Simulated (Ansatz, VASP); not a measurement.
# Cross-check of TaN (TaN strained to the junction's net) between VASP and Ansatz

Aim: how closely do two programs agree when they are given the same cell, functional and k mesh? The cell is generated by rule, not measured, and may not be a known phase. The structure shown is the end of the Ansatz relaxation below.

Method: plane waves, with VASP 6.6.1 beside it; single point at PBE, in Ansatz 0.2.0.

## (1) Set-up

Symmetry: I4/mmm, No. 139, tetragonal system. Conventional cell: a = 3.217 Å, b = 3.217 Å, c = 4.374 Å, α = 90.00°, β = 90.00°, γ = 90.00°. N has 6 Ta at 2.19 to 2.27 Å nearest. Nearest to Ta lie 6 N at 2.19 to 2.27 Å. Farther neighbours and most contacts between anions are not listed.

Structure file:

```
N Ta
1.0
     3.21700    0.00000    0.00000
     0.00000    3.21700    0.00000
     0.00000    0.00000    4.37397
N Ta
2 2
Direct
  0.00000 0.00000 0.00000
  0.50000 0.50000 0.50000
  0.50000 0.50000 0.00000
  0.00000 0.00000 0.50000
```

## (2) Ansatz: relaxation, PBE

Ansatz runs on its default PAW (the set named soft_2) files.

This run makes the geometry at which the two programs are then compared.

File input.yaml:

```yaml
crystal:
  lattice:
    - [3.217, 0.0, 0.0]
    - [0.0, 3.217, 0.0]
    - [0.0, 0.0, 4.3293324789]
  atoms:
    - { symbol: "N", position: [0.0, 0.0, 0.0] }
    - { symbol: Ta, position: [0.5, 0.5, 0.0] }
    - { symbol: "N", position: [0.5, 0.5, 0.5] }
    - { symbol: Ta, position: [0.0, 0.0, 0.5] }
kpoints:
  mp_grid: { grid: [10, 10, 7] }
scf:
  occupations: { method: fermi_dirac, width: 0.1 }
  max_iter: 150
hamiltonian:
  xc: pbe
relax:
  f_tol: 0.01
  max_steps: 40
  cell: { fix: [a, b, angles] }
```

Run with:

```sh
ansatz run input.yaml --threads 8 --pin off --max-ram 24576MiB --backend cpu --events-out ev --progress --plain --runs-dir out
```

Numbers of over 12 decimals in the logs are rounded to 6 here.

What it wrote:

```text
Engine: ansatz 0.2.0, aarch64-unknown-linux-gnu
Pseudopotentials: kind: paw
Pseudopotential: N, paw, valence charge 5, recommended cutoff 420 eV (normal), N.paw.azcp
Pseudopotential: Ta, paw, valence charge 13, recommended cutoff 420 eV (normal), Ta.paw.azcp
Functional definition: PBE
  parameter kappa = 0.804
  parameter beta = 0.066725
  exchange = pbe_x(kappa = kappa, mu = beta*pi^2/3)
  correlation = pbe_c(beta = beta)
Crystal: 4 atoms, lattice volume = 44.805 Å³
Basis set: ecut = 420 eV, 879 PW (Γ), exchange–correlation on 48×48×60 points (8 copies of the dense FFT grid, shifted against one another)
Bands: 22, of which v1, the nominal top of the filled ones, is band 18 counted from 1 (17 counted from 0)
Symmetry: 32 space group operations
Space group: I4/mmm (ITA 139), of the structure as read, at distance tolerance 3.6e-5 Å
k-points: 84 of 700
Non-local potential: N, projectors of the file, l = 0: 2, l = 1: 2, l = 2: 1
Non-local potential: Ta, projectors of the file, l = 0: 3, l = 1: 2, l = 2: 2, l = 3: 1
PAW form: soft (Blöchl's): semilocal exchange-correlation on the pseudo side does not see the compensation charge
PAW one-centre angular grid: N, 110 points (default); XC on 64 Gauss nodes
PAW one-centre angular grid: Ta, 590 points (default); XC on 64 Gauss nodes
Initial density: superposition of atomic densities (neutral atoms: chi_scale 0, normalization atom), corrected by the library's trained network
Initial wavefunctions: pseudopotential atomic-orbital guess
Functional: x = pbe(κ = 0.804, μ = 0.219515), c = pbe(β = 0.066725)
SCF iter   1: F=—  HF=-20635.685761 eV  |F-HF|=—  |Δ(HF+E_count)|=         —  Δρ=2.85e-3  dr2=1.94e-3  ethr=1.77e-3  ⟨swp⟩=5.2  Hψ=17496  notcnv=0  defer=1
automatic band count: the SCF goes on with 26 bands, as 22 were too few: the levels above may hold too much charge
preconditioner: auto → Kerker (q_TF=auto, 2.631 Å⁻¹)  [metal: Δε(μ)=0.095 eV  Ē_g=10.545 eV  σ=0.100 eV  W_gap=0.23  n_scr=14 (ndim 8)  ℏωp=24.8 eV  f_vac=0.000  D(μ)=1.66/eV (n_scr^D=14)]
SCF iter   2: F=—  HF=-20635.685354 eV  |F-HF|=—  |Δ(HF+E_count)|=   4.07e-4  Δρ=1.65e-3  dr2=7.35e-4  ethr=5.40e-6  ⟨swp⟩=1.8  Hψ=3146  notcnv=0
SCF iter   3: F=—  HF=-20635.685343 eV  |F-HF|=—  |Δ(HF+E_count)|=   1.07e-5  Δρ=2.38e-4  dr2=1.37e-5  ethr=2.04e-6  ⟨swp⟩=2.5  Hψ=3330  notcnv=0
SCF iter   4: F=—  HF=-20635.685612 eV  |F-HF|=—  |Δ(HF+E_count)|=   2.68e-4  Δρ=9.94e-5  dr2=2.08e-6  ethr=3.81e-8  ⟨swp⟩=2.4  Hψ=3532  notcnv=0
iter 5 did not close the SCF: its close was put off for the readings that it lacked (scf_convergence_deferred on its scf_iter line)
SCF iter   5: F=-20635.685612 eV  HF=-20635.685612 eV  |F-HF|=7.03e-9  |Δ(HF+E_count)|=   2.47e-7  Δρ=1.15e-5  dr2=2.84e-8  ethr=5.78e-9  ⟨swp⟩=2.7  Hψ=3858  notcnv=0
SCF iter   6: F=-20635.685612 eV  HF=-20635.685612 eV  |F-HF|=1.09e-10  |Δ(HF+E_count)|=   8.24e-9  Δρ=3.01e-6  dr2=1.78e-9  ethr=7.89e-11  ⟨swp⟩=2.4  Hψ=6313  notcnv=0
SCF 1 converged in 6 iterations: F = -20635.685612 eV  dr2 = 1.78e-9
  greatest PAW one-centre occupation: 0.999 electrons in one spin orbital (limit 2), on the Ta atom at site 3 (counted from 0), in its partial waves of l = 0
relax step   1: F+E_penalty+E_count = -20635.68561181 eV  Δ(F+E_penalty+E_count) = +0.000e0 eV  max|allowed force component| = 3.486e-29 eV/Å  Δτ_max = 0.0000 Å  P = -9.796 GPa  Ω = 44.805 Å³  fix = [a, b, alpha, beta, gamma]  reactions: a -18.539, b -18.539 GPa  (6 SCF iters, dr2 threshold 1.00e-7 eV, accepted)
[...]
relax step   3: F+E_penalty+E_count = -20635.69497282 eV  Δ(F+E_penalty+E_count) = -2.080e-5 eV  max|allowed force component| = 2.317e-30 eV/Å  Δτ_max = 0.0000 Å  P = -13.339 GPa  Ω = 45.261 Å³  energy of the carried Pulay correction = -1.409e-3 eV  fix = [a, b, alpha, beta, gamma]  reactions: a -20.006, b -20.006 GPa  (6 SCF iters, dr2 threshold 2.64e-8 eV, accepted)
[...]
relax step   4: F+E_penalty+E_count = -20635.69648181 eV  Δ(F+E_penalty+E_count) = -1.509e-3 eV  max|allowed force component| = 2.971e-30 eV/Å  Δτ_max = 0.0000 Å  P = -13.289 GPa  Ω = 45.261 Å³  fix = [a, b, alpha, beta, gamma]  reactions: a -19.975, b -19.975 GPa  stress off target by 8.53e-2 GPa on what of the cell is left free  SCF on the basis re-selected at this cell (its energy is not comparable with the rows above)  (6 SCF iters)
[...]
relax step   5: F+E_penalty+E_count = -20635.69646706 eV  Δ(F+E_penalty+E_count) = +1.475e-5 eV  max|allowed force component| = 4.376e-30 eV/Å  Δτ_max = 0.0000 Å  P = -13.327 GPa  Ω = 45.267 Å³  energy of the carried Pulay correction = -1.618e-5 eV  fix = [a, b, alpha, beta, gamma]  reactions: a -19.991, b -19.991 GPa  (6 SCF iters, dr2 threshold 1.82e-8 eV, accepted)
[...]
relax step   6: F+E_penalty+E_count = -20635.69647285 eV  Δ(F+E_penalty+E_count) = -5.797e-6 eV  max|allowed force component| = 2.145e-30 eV/Å  Δτ_max = 0.0000 Å  P = -13.327 GPa  Ω = 45.267 Å³  fix = [a, b, alpha, beta, gamma]  reactions: a -19.991, b -19.991 GPa  stress off target by 9.63e-4 GPa on what of the cell is left free  SCF on the basis re-selected at this cell (its energy is not comparable with the rows above)  (7 SCF iters)
basis re-selected at this cell: Δ(F+E_penalty+E_count) = -5.797e-6 eV, ΔP = +0.000 GPa vs the last step (what re-selecting the basis moved, of the pressure what is left beyond the Pulay correction that the steps carried, after the strain that the cell walked since its last selection, with what the two solves' SCF thresholds leave and, on support functions, any second-order correction that the steps lacked; it is no m [...]
SCF converged after 7 iterations
Free energy (F): -20635.696473 eV
Harris-Foulkes:  -20635.696473 eV  (|F-HF|=1.46e-11)
Internal energy: -20635.639963 eV  (E = F + TS)
E sigma→0 (E₀):  -20635.668218 eV
Entropy (-TS):   -0.056509 eV (-14.127 meV/atom)
Fermi energy:    20.246457 eV
--- Per-component energies (eV) ---
  E_band       = -134.662691
  E_kinetic    = 994.146933
  E_local      = -1253.775348  (includes V_loc(G=0)·N_el)
  E_nonlocal   = 118.438289
  E_hartree    = 416.272973
  E_xc         = -557.845220
  E_vxc        = -562.081418  (∫ρ·V_xc dr)
  E_paw        = -17047.429731  (= ΣΔE_a)
  E_vpaw       = -263.937554  (= ΣTr[D̂ρ^β])
  E_aug_tail   = 0.000463  (compensation charges beyond the density's cutoff)
  E_ewald      = -3305.448322
  E_smearing   = -0.056509  (= −TS)
  E_closure    = -0.000000  (closes the sum)
  Σ components = -20635.696473   (vs F -20635.696473, Δ=0.00e0)
--- Forces (eV/Å), atoms counted from 1 ---
  atom   1  N      0.00000000    -0.00000000     0.00000000
  atom   2  Ta     0.00000000     0.00000000     0.00000000
  atom   3  N      0.00000000     0.00000000    -0.00000000
  atom   4  Ta    -0.00000000    -0.00000000     0.00000000
  max |Σ_I F_I| component: 5.32e-30 eV/Å
--- Stress (GPa, compression-positive) ---
      -19.991218      -0.000000       0.000000
       -0.000000     -19.991218       0.000000
        0.000000       0.000000       0.000963
  P = ⅓ Tr σ = -13.3272 GPa (-133.272 kbar)
--- Relaxed structure (4 steps of the walk, 4 accepted, 2 SCFs on fresh bases) ---
  F+E_penalty+E_count = -20635.69647285 eV   max|allowed force component| = 2.145e-30 eV/Å   (the final SCF, on the basis selected at the relaxed cell)
  cell:  # Å, volume = 45.2666 Å³
    - [3.217, 0, 0]
    - [0, 3.217, 0]
    - [0, 0, 4.373974]
  atoms:
    - { symbol: N, position: [0.0, 0, 0] }
    - { symbol: Ta, position: [0.5, 0.5, 0] }
    - { symbol: N, position: [0.5, 0.5, 0.5] }
    - { symbol: Ta, position: [0.0, 0, 0.5] }
```

In the SCF lines HF is the Harris–Foulkes energy and dr2 the Hartree energy of the density residual, in eV; the loop may stop once dr2 is under the threshold and the program's other checks hold. Hψ counts applications of the Hamiltonian.

## (3) VASP: single point, PBE

The same cell, functional, mesh and smearing now go to VASP, with its own data sets.

Lines of VASP's logs that name or quote its potential files are left out, and so is its time.

File INCAR:

```
SYSTEM = TaN
PREC = Accurate
ENCUT = 600
EDIFF = 1E-06
NELM = 120
ISMEAR = -1
SIGMA = 0.1
LREAL = .FALSE.
ALGO = Normal
GGA = PE
NBANDS = 22
LASPH = .TRUE.
LORBIT = 11
LWAVE = .FALSE.
LCHARG = .FALSE.
ISIF = 2
GGA_COMPAT = .FALSE.
```

File POSCAR:

```
TaN
1.0
    3.2170000000      0.0000000000      0.0000000000
    0.0000000000      3.2170000000      0.0000000000
    0.0000000000      0.0000000000      4.3739737557
N Ta
2 2
Direct
    0.0000000000      0.0000000000      0.0000000000
    0.5000000000      0.5000000000      0.5000000000
    0.5000000000      0.5000000000      0.0000000000
    0.0000000000      0.0000000000      0.5000000000
```

File KPOINTS:

```
Automatic mesh
0
Gamma
10 10 7
0 0 0
```

Potentials, in the order of the species: N and Ta_pv (PBE family, release 64).

Run with:

```sh
mpirun -np 1 vasp_std
```

What it wrote:

```text
[banner, memory and clock lines left out]
running    1 mpi-ranks, on    1 nodes
 distrk:  each k-point on    1 cores,    1 groups
 distr:  one band on    1 cores,    1 groups

 POSCAR found type information on POSCAR N Ta
 POSCAR found :  2 types and       4 ions
 LDA part: xc-table for (Slater+PW92), standard interpolation
 POSCAR, INCAR and KPOINTS ok, starting setup
 FFT: planning ... GRIDC
 FFT: planning ... GRID_SOFT
 FFT: planning ... GRID
 WAVECAR not read
 entering main loop
       N       E                     dE             d eps       ncg     rms          rms(c)
DAV:   1     0.276734335568E+03    0.27673E+03   -0.19257E+04  3696   0.170E+03
DAV:   2    -0.344435888907E+02   -0.31118E+03   -0.29832E+03  4340   0.457E+02
DAV:   3    -0.493298706566E+02   -0.14886E+02   -0.14449E+02  4690   0.917E+01
DAV:   4    -0.496367362814E+02   -0.30687E+00   -0.30125E+00  4528   0.126E+01
DAV:   5    -0.496441970631E+02   -0.74608E-02   -0.74445E-02  4736   0.143E+00    0.301E+01
DAV:   6    -0.437913837374E+02    0.58528E+01   -0.32003E+01  4482   0.367E+01    0.130E+01
DAV:   7    -0.435879826873E+02    0.20340E+00   -0.15257E+00  4360   0.806E+00    0.787E+00
DAV:   8    -0.435400458741E+02    0.47937E-01   -0.28740E-01  4320   0.396E+00    0.862E-01
DAV:   9    -0.435300698820E+02    0.99760E-02   -0.50000E-02  4504   0.125E+00    0.261E-01
DAV:  10    -0.435299885344E+02    0.81348E-04   -0.39947E-03  4566   0.539E-01    0.835E-02
DAV:  11    -0.435298632777E+02    0.12526E-03   -0.46501E-04  4582   0.159E-01    0.141E-02
DAV:  12    -0.435298644273E+02   -0.11497E-05   -0.38623E-05  4480   0.426E-02    0.636E-03
DAV:  13    -0.435298636325E+02    0.79487E-06   -0.23855E-06  3750   0.101E-02
   1 F= -.43529864E+02 E0= -.43501560E+02  d E =-.566072E-01
```

Parts of OUTCAR (step 3):

```text
ion  position               nearest neighbor table
   1  0.000  0.000  0.000-   4 2.19   4 2.19   3 2.27   3 2.27   3 2.27   3 2.27
   2  0.500  0.500  0.500-   3 2.19   3 2.19   4 2.27   4 2.27   4 2.27   4 2.27
   3  0.500  0.500  0.000-   2 2.19   2 2.19   1 2.27   1 2.27   1 2.27   1 2.27   4 3.16   4 3.16
                             4 3.16   4 3.16   4 3.16   4 3.16   4 3.16   4 3.16
   4  0.000  0.000  0.500-   1 2.19   1 2.19   2 2.27   2 2.27   2 2.27   2 2.27   3 3.16   3 3.16
                             3 3.16   3 3.16   3 3.16   3 3.16   3 3.16   3 3.16

  LATTYP: Found a simple tetragonal cell.
 ALAT       =     3.2170000000
 C/A-ratio  =     1.3596436915

 Subroutine GETGRP returns: Found 16 space group operations
 (whereof 16 operations were pure point group operations)

The static configuration has the point symmetry D_4h.

 Found     84 irreducible k-points:

   k-points           NKPTS =     84   k-points in BZ     NKDIM =     84   number of bands    NBANDS=     22

   dimension x,y,z NGX =    28 NGY =   28 NGZ =   36
   dimension x,y,z NGXF=    56 NGYF=   56 NGZF=   72

   ENCUT  =  600.0 eV  44.10 Ry    6.64 a.u.   6.43  6.43  8.74*2*pi/ulx,y,z

   NELECT =      32.0000    total number of electrons

 k-points in reciprocal lattice and weights: Automatic mesh
   0.00000000  0.00000000  0.00000000       0.001
   0.10000000  0.00000000  0.00000000       0.006
   0.20000000  0.00000000  0.00000000       0.006
   0.30000000  0.00000000  0.00000000       0.006
   0.40000000  0.00000000  0.00000000       0.006
   0.50000000  0.00000000  0.00000000       0.003
   0.10000000  0.10000000  0.00000000       0.006
   0.20000000  0.10000000  0.00000000       0.011
   0.30000000  0.10000000  0.00000000       0.011
[...]
0.50000000  0.40000000  0.42857143       0.011
   0.50000000  0.50000000  0.42857143       0.003

 average (electrostatic) potential at core
       1 -61.8391       2 -61.8391       3 -35.6602       4 -35.6602

 E-fermi :   8.8116

 k-point     1 :       0.0000    0.0000    0.0000
  band No.  band energies     occupation
    ...
     16       6.7768      2.00000
     17       6.7768      2.00000
     18       7.2022      2.00000
     19       8.6417      1.69082
     20       8.7173      1.43946
     21      10.3259      0.00000
     22      10.7967      0.00000

 k-point     2 :       0.1000    0.0000    0.0000
  band No.  band energies     occupation
    ...
     14       4.9154      2.00000
     15       4.9652      2.00000
     16       6.8796      2.00000
     17       7.0271      2.00000
     18       7.5841      1.99999
     19       9.3576      0.00847
     20       9.4177      0.00465
     21      10.5262      0.00000
     22      11.2987      0.00000

 k-point     3 :       0.2000    0.0000    0.0000
  band No.  band energies     occupation
    ...
     14       4.3104      2.00000
     15       5.9814      2.00000
     16       7.1837      2.00000
     17       7.5024      2.00000
     18       8.3828      1.97290
     19      10.2036      0.00000
     20      11.0137      0.00000
     21      11.2961      0.00000
     22      11.4430      0.00000

  Total       -5.5241837     -5.5241837      0.1693097      0.0000000     -0.0000000      0.0000000
  in kB     -195.5241484   -195.5241484      5.9925852      0.0000000     -0.0000000      0.0000000
  external PRESSURE =    -128.3519039 kB  Pullay stress =       0.0000000 kB

  energy-cutoff  :      600.00
  volume of cell :       45.27
      direct lattice vectors                 reciprocal lattice vectors
     3.217000000  0.000000000  0.000000000     0.310848617  0.000000000  0.000000000
     0.000000000  3.217000000  0.000000000     0.000000000  0.310848617  0.000000000
     0.000000000  0.000000000  4.373973756     0.000000000  0.000000000  0.228625057

 POSITION                                       TOTAL-FORCE (eV/Angst)
 -----------------------------------------------------------------------------------
      0.00000      0.00000      0.00000        -0.000000     -0.000000     -0.000000
      1.60850      1.60850      2.18699        -0.000000     -0.000000      0.000000
      1.60850      1.60850      0.00000         0.000000      0.000000     -0.000000
      0.00000      0.00000      2.18699        -0.000000     -0.000000     -0.000000
 -----------------------------------------------------------------------------------
    total drift:                                0.000000      0.000000      0.000000

  FREE ENERGIE OF THE ION-ELECTRON SYSTEM (eV)
  ---------------------------------------------------
  free  energy   TOTEN  =       -43.5298636325 eV

  energy  without entropy=      -43.4732563846  energy(sigma->0) =      -43.50156001

 total charge
# of ion       s       p       d       tot
------------------------------------------
    1        1.224   2.485   0.000   3.710
    2        1.224   2.485   0.000   3.710
    3        0.260   6.190   2.370   8.819
    4        0.260   6.190   2.370   8.819
--------------------------------------------------
tot          2.968  17.350   4.740  25.058

[... 3 further parts left out ...]
```

The run ends at a pressure of -12.84 GPa.

## (4) Comparison

Known differences besides the potentials themselves: the data sets hold 36 valence electrons in Ansatz (on its default PAW (the set named soft_2) files) and 32 in VASP; the cutoff is 420 eV in Ansatz and 600 eV in VASP; Ansatz's pressure holds a Pulay correction, VASP's none. Total energies have different zeros and are not compared.

The two programs side by side:

```
      quantity  Ansatz    VASP  difference
pressure (GPa)  -13.33  -12.84       -0.49
```

## (5) Outcome

* difference in pressure (single point, PBE): -0.49 GPa

In words: The difference in pressure is -0.49 GPa (single point, PBE), within the 1 GPa picked in this series as the mark of a large difference. The data sets hold unlike numbers of valence electrons (36 in Ansatz and 32 in VASP), so part of the differences comes from the potentials. Such differences can come from data sets, numerical settings and the points named under the comparisons, not from the functional's error against experiment.

[Lines on the potential files, build, host, timing and source positions are cut from VASP's logs without a mark.]

[Logs are printed without paths, hosts, clocks, repeated set-up lines and the standing remarks that a program may print on its own settings, such as how far it seeks lower states.]

[Hosts, paths, dates, database ids (printed as entryN), source tags and the programs' standing remarks are cut or masked in the printed files.]
